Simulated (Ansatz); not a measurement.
Take GeTe (space group R3m, No. 160) as the base.

```yaml
crystal:
  lattice:
    - [2.11331, 1.22012, 3.63992]
    - [-2.11331, 1.22012, 3.63992]
    - [0.00000, -2.44024, 3.63992]
  atoms:
    - { symbol: Ge, position: [0.23423, 0.23423, 0.23423] }
    - { symbol: Te, position: [0.76577, 0.76577, 0.76577] }
```

Cartesian axes are those of the cell as printed.

(Cell as relaxed with PBE.)

Levels (all Ansatz, a program for electronic structure, PAW): PBE (420 eV, without spin-orbit coupling); r2SCAN (500 eV, no SOC).

Each level relaxes its own structure.

| base | PBE | r2SCAN |
|---|---|---|
| volume per atom | 28.16 Å³ | 27.99 Å³ |
| lattice parameter a | 4.227 Å | 4.187 Å |

It is then changed as follows: tensile biaxial strain of 3.49 % in the plane normal to [001], as in epitaxy on a mismatched substrate; the out-of-plane cell vector and the atoms relax.

```csv
quantity,PBE,r2SCAN
shortest interatomic distance,2.904 Å,…
out-of-plane strain,-3.19 %,…
mean in-plane stress (compression positive),-2.7 GPa,…
```

Q: What does r2SCAN give?

A: 
- shortest interatomic distance, r2SCAN: 2.866 Å
- out-of-plane strain, r2SCAN: -3.41 %
- mean in-plane stress (compression positive), r2SCAN: -2.9 GPa

PBE's shortest interatomic distance lies 0.038 Å above r2SCAN's (1.3 %); PBE's out-of-plane strain lies 0.22 % above r2SCAN's; PBE's in-plane stress lies 0.2 GPa above r2SCAN's. Neither level is exact; r2SCAN is the comparison here, not a measurement.

No phonon test of stability was made. No dispersion term is included, though the crystal is made of layers, chains or molecules, so its spacings can come out too wide.
